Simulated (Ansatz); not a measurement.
# Transmission past a defect: Nb wire along [111], 7 atoms a period, Si and Si in place of neighbours Nb and Nb, part 2 of 4

What does the defect do to the conductance?

Ansatz 0.2.0; DFT PBE, plane waves, PAW; relaxation of a wire's period (the session's first sound run).

So far. Step 2 (Relaxation of atoms and period): The cell's length comes to 2.631 Å with spin left out.

### Step 3. Bands of the perfect wire

This step: DFT PBE, plane waves, PAW; channels and complex bands of a perfect wire (Ansatz 0.2.0).

At the relaxed period the Bloch states of the perfect wire are found at each energy: those that move forward count the open channels, and those that decay describe how a disturbance dies away inside the wire itself. An energy step of 0.035 eV is under the 0.039 eV that the program asks for its thermal average at 300 K.

input.yaml

```yaml
crystal:
  lattice:
    - [11.481, 0.0, 0.0]
    - [0.0, 13.557, 0.0]
    - [0.0, 0.0, 2.6307089313]
  atoms:
    - { symbol: Nb, position: [0.494328502, 0.449893405, 0.018865187] }
    - { symbol: Nb, position: [0.689704715, 0.732940625, 0.992701799] }
    - { symbol: Nb, position: [0.492449881, 0.651248296, 0.314721616] }
    - { symbol: Nb, position: [0.701076858, 0.353511784, 0.344075998] }
    - { symbol: Nb, position: [0.304777417, 0.553905506, 0.632890653] }
    - { symbol: Nb, position: [0.520196653, 0.259023178, 0.694212023] }
    - { symbol: Nb, position: [0.705201451, 0.54918829, 0.66919939] }
kpoints:
  mp_grid: { grid: [1, 1, 31] }
scf:
  occupations: { method: fermi_dirac, width: 0.05 }
hamiltonian:
  xc: pbe
output:
  transmission:
    e_range: [-1.5, 1.5]
    de: 0.035
    kmesh: [1, 1]
    reduced_basis: true
    leads: [[0, 0]]
```

Started as:

```
$ ansatz run input.yaml --threads 16 --pin off --max-ram 61440MiB --backend cuda --events-out ev --progress --plain --runs-dir out --max-vram 78GiB
```

Numbers of over 12 decimals in the logs are rounded to 6 here.

The log of the run:

```text
[...]
GPU FFT provider: cuFFT
GPU libraries: cuBLAS 13.8.1, cuFFT 12.4.0, cuSOLVER 12.3.2
[...]
Crystal: 7 atoms, lattice volume = 409.464 Å³
Basis set: ecut = 420 eV, 8055 PW (Γ)
Bands: 55, of which v1, the nominal top of the filled ones, is band 46 counted from 1 (45 counted from 0)
Symmetry: 1 space group operations
[...]
k-points: 16 of 31 (time reversal used)
[...]
GPU buffer pool allocated for 138240 grid points (all kernels)
[...]
SCF iter   1: F=—  HF=-31855.607244 eV  |F-HF|=—  |Δ(HF+E_count)|=         —  Δρ=5.95e-3  dr2=7.46e-1  ethr=1.77e-3  ⟨swp⟩=10.6  Hψ=4323  notcnv=0
[...]
SCF iter   9: F=-31855.573042 eV  HF=-31855.573042 eV  |F-HF|=4.69e-9  |Δ(HF+E_count)|=   1.83e-7  Δρ=3.32e-6  dr2=9.70e-8  ethr=1.10e-10  ⟨swp⟩=7.4  Hψ=2919  notcnv=0
SCF 1 converged in 9 iterations: F = -31855.573042 eV  dr2 = 9.70e-8
[...]
transmission: 5 of 5 steps passed
SCF converged after 9 iterations
Free energy (F): -31855.573042 eV
[...]
Internal energy: -31855.491482 eV  (E = F + TS)
E sigma→0 (E₀):  -31855.532262 eV
Entropy (-TS):   -0.081559 eV (-11.651 meV/atom)
Fermi energy:    2.970277 eV
[...]
--- Band table (eV; the first three rows and the last of 16) ---
  k-point 0: bands = [... 42 lower, 1.9753, 2.0414, 2.2984, 2.5328, 2.8489, 2.9347, 3.2588, 3.4527, ... 5 higher]
  k-point 1: bands = [... 42 lower, 1.9818, 2.0483, 2.2984, 2.5352, 2.8481, 2.9282, 3.2450, 3.4547, ... 5 higher]
  k-point 2: bands = [... 42 lower, 2.0008, 2.0723, 2.3007, 2.5398, 2.8376, 2.9136, 3.2066, 3.4552, ... 5 higher]
  k-point 15: bands = [... 42 lower, 3.3570, 3.6061, 3.6880, 3.7882, 3.9621, 4.1301, 4.2527, 4.4881, ... 5 higher]
--- Transmission ---
  basis      : 1371 plane waves across, 5 finite elements along
  points     : 1, standing for a mesh of 1 x 1
  on the GPU : 1 of these points
  filling    : by the input's occupations and mesh, since the crystals that have channels conduct as metals do. If one of these is a semiconductor, that mesh has misplaced its level
  energies   : 86 from -1.500000 to 1.475000 eV about the Fermi level, 0.035000 eV apart; the leads are filled to 0.000000 eV, and channels, transmission and decay are at 0.005000 eV
  crystal 0  : Nb7, at the sites [0, 0], period 2.6307 Å: whole cells are its period
    offset         : up to 0.0000 Å between an atom of the period and one for which it stands
    filled         : 9.4 meV over the level at which it is neutral
    channels       : 6.000000e0 a spin
    conductance    : 3.1196e14 S/m² at 300 K; may be off by some 0.0 % by where its bands' edges are placed, 0.2 % from the distance to neutral
```

Elapsed: 4.8 min, on 1 × NVIDIA GB200 with 16 threads of Arm Neoverse V2, shared host; peak memory 15 GiB; 65 min of CPU time.

Numbers from this step:

```yaml
energy_at_zero_smearing: -31855.5323 eV
channels_of_the_lower_lead: 6
conductance_of_the_lead_as_this_run_defines_it: 6.267 G₀
band_gap_on_the_path_through_both_edges: 0 eV
```

Open channels of the lead, one spin against energy, zero at the Fermi level:

energy (eV), open channels of the lead, one spin and a bar from the least value:
```
    -1.50       10.0 ####################
    -1.43       10.0 ####################
    -1.32        7.0 ##########
    -1.25        6.0 #######
    -1.19        7.0 ##########
    -1.11        6.0 #######
    -1.01        6.0 #######
    -0.94        5.0 ###
    -0.87        6.0 #######
    -0.77        4.0 
    -0.69        4.0 
    -0.62        7.0 ##########
    -0.52        7.0 ##########
    -0.45        5.0 ###
    -0.38        4.0 
    -0.31        4.0 
    -0.20        6.0 #######
    -0.14        6.0 #######
    -0.07        5.0 ###
     0.01        6.0 #######
     0.04        6.0 #######
     0.11        8.0 #############
     0.18        8.0 #############
     0.28        8.0 #############
     0.35        9.0 #################
     0.42       10.0 ####################
     0.49       11.0 #######################
     0.60       11.0 #######################
     0.67       11.0 #######################
     0.74       11.0 #######################
     0.84       13.0 ##############################
     0.92       12.0 ###########################
     0.98       12.0 ###########################
     1.09       10.0 ####################
     1.16       10.0 ####################
     1.23       11.0 #######################
     1.30        9.0 #################
     1.41        9.0 #################
     1.48        8.0 #############
```

The slowest values at each energy, most degenerate partners merged, listed up to 1.5 1/Å. Im kz of the slowest decaying states against energy, zero at the Fermi level:

| energy (eV) | decay 1 (Å⁻¹) | decay 2 (Å⁻¹) | decay 3 (Å⁻¹) | decay 4 (Å⁻¹) |
| --- | --- | --- | --- | --- |
| -1.500 | 0.0816 | 0.122 | 0.203 | 0.209 |
| -1.395 | 0.0104 | 0.116 | 0.118 | 0.132 |
| -1.290 | 0.0455 | 0.0574 | 0.138 | 0.166 |
| -1.185 | 0.0359 | 0.0611 | 0.0810 | 0.0899 |
| -1.115 | 0.0412 | 0.0894 | 0.105 | 0.114 |
| -1.010 | 0.0646 | 0.0846 | 0.114 | 0.124 |
| -0.905 | 0.0608 | 0.0856 | 0.0959 | 0.122 |
| -0.800 | 0.0287 | 0.0794 | 0.0845 | 0.121 |
| -0.695 | 0.0383 | 0.0772 | 0.124 | 0.130 |
| -0.590 | 0.0600 | 0.119 | 0.142 | 0.158 |
| -0.485 | 0.0298 | 0.0642 | 0.0895 | 0.129 |
| -0.415 | 0.0626 | 0.0691 | 0.108 | 0.118 |
| -0.310 | 0.0419 | 0.0445 | 0.0569 | 0.110 |
| -0.205 | 0.00523 | 0.0286 | 0.0741 | 0.128 |
| -0.100 | 0.0190 | 0.0679 | 0.0848 | 0.118 |
| 0.005 | 0.0302 | 0.09 | 0.0930 | 0.139 |
| 0.110 | 0.0685 | 0.0721 | 0.102 | 0.102 |
| 0.215 | 0.0426 | 0.0571 | 0.0876 | 0.0935 |
| 0.285 | 0.0189 | 0.0523 | 0.0727 | 0.0821 |
| 0.390 | 0.0239 | 0.0589 | 0.120 | 0.128 |
| 0.495 | 0.0508 | 0.0763 | 0.0865 | 0.0915 |
| 0.600 | 0.0517 | 0.0919 | 0.0976 | 0.121 |
| 0.705 | 0.0678 | 0.104 | 0.143 | 0.224 |
| 0.810 | 0.0296 | 0.0942 | 0.104 | 0.157 |
| 0.915 | 0.0261 | 0.0969 | 0.134 | 0.166 |
| 0.985 | 0.0891 | 0.115 | 0.151 | 0.17 |
| 1.090 | 0.0617 | 0.0713 | 0.165 | 0.171 |
| 1.195 | 0.0370 | 0.0993 | 0.117 | 0.158 |
| 1.300 | 0.0597 | 0.111 | 0.117 | 0.131 |
| 1.405 | 0.0826 | 0.0848 | 0.132 | 0.177 |

By hand: the program gives 3.1196 × 10^14 S/m² over the cell's cross-section of 155.65 Å² = 1.556 × 10^-18 m², so one cell conducts 4.856 × 10^-4 S. Divided by G0 = 2e²/h = 7.748 × 10^-5 S this is 6.27 G0, a resistance of 2.06 kΩ.

At the computed energy nearest the Fermi level there are 6 channels a spin, and the thermal average gives 6.27 G₀.

(Continued in part 3 of 4.)

[Logs are printed without paths, hosts, clocks, repeated set-up lines and the standing remarks that a program may print on its own settings, such as how far it seeks lower states.]

[Hosts, paths, dates, database ids (printed as entryN), source tags and the programs' standing remarks are cut or masked in the printed files.]
